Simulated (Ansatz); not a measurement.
**Beryllium, simple cubic: HSE06 after PBE**

Aim: see what exact exchange does to the levels, and what it costs. Spin polarisation is left out. The cell comes from an earlier PBE relaxation. Exact exchange is dear, so the k-mesh is coarse, and PBE is run on the same mesh for comparison.

Computed with Ansatz 0.2.0 (DFT, plane waves (420 eV) with PBE-made PAW files, scalar-relativistic; functionals as named at each step, unless a step says otherwise).

**1. The starting structure**

It takes space group Pm-3m (No. 221, cubic). The conventional cell has a = 2.173 Å, b = 2.173 Å, c = 2.173 Å, α = 90.00°, β = 90.00°, γ = 90.00°. Around Be (site symmetry m-3m) lie 6 Be at 2.17 Å.

Coordinates:

```
Be
1.0
     2.17286    0.00000    0.00000
     0.00000    2.17286    0.00000
     0.00000    0.00000    2.17286
Be
1
Direct
  0.00000 0.00000 0.00000
```

**2. PBE on the coarse mesh**

The run with PBE.

The input, input.yaml:

```yaml
crystal:
  lattice:
    - [2.1728641133, 0.0, 0.0]
    - [0.0, 2.1728641133, 0.0]
    - [0.0, 0.0, 2.1728641133]
  atoms:
    - { symbol: Be, position: [0.0, 0.0, 0.0] }
hamiltonian:
  xc: pbe
  pseudopotentials:
    kind: paw
    azcp:
      Be: "pseudopotentials/Be.paw.azcp"
basis:
  ecutwfc: 420
  fft_grid_basis: typed
kpoints:
  mp_grid: { grid: [7, 7, 7], shift: [0, 0, 0] }
magnetization:
  spin_polarized: false
scf:
  occupations: { method: fermi_dirac, width: 0.1 }
```

On the command line:

```console
$ ansatz run input.yaml --threads 4 --pin off --max-ram 8192MiB --backend cpu --events-out ev --progress --plain --runs-dir out
```

**3. HSE06 on the coarse mesh**

The run with HSE06.

input.yaml: that of step 2 with these lines changed.

```diff
@@ -8,3 +8,3 @@
 hamiltonian:
-  xc: pbe
+  xc: hse06
   pseudopotentials:
```

(Steps that only read results are left out.)

Before running it: what results should come out? Wanted: PBE: gap; HSE06: gap; HSE06: relative to hcp.

**Answer**, as computed:

| quantity | value |
| --- | --- |
| PBE: gap | none (levels filled in part) |
| HSE06: gap | none (levels filled in part) |
| HSE06: SCF cycles, exchange loops | 10, 2 |
| HSE06: CPU time over that of PBE | 11 |
| HSE06: relative to hcp | +1098 meV/atom |

What this shows: Neither PBE nor HSE06 shows a clean gap on this mesh. HSE06 cost 11 times the CPU time of PBE. HSE06 needed 2 outer loops of the exchange operator. To compare with dense-mesh energies, the change of PBE from this mesh and smearing to its dense run (-38.2 meV/atom, from a run not shown) is added. Under HSE06 it lies 1098 meV/atom above hcp (computed apart in the same way); on such meshes a few tens of meV are uncertain for metals. The total energies in the logs cannot be compared from one functional to another.
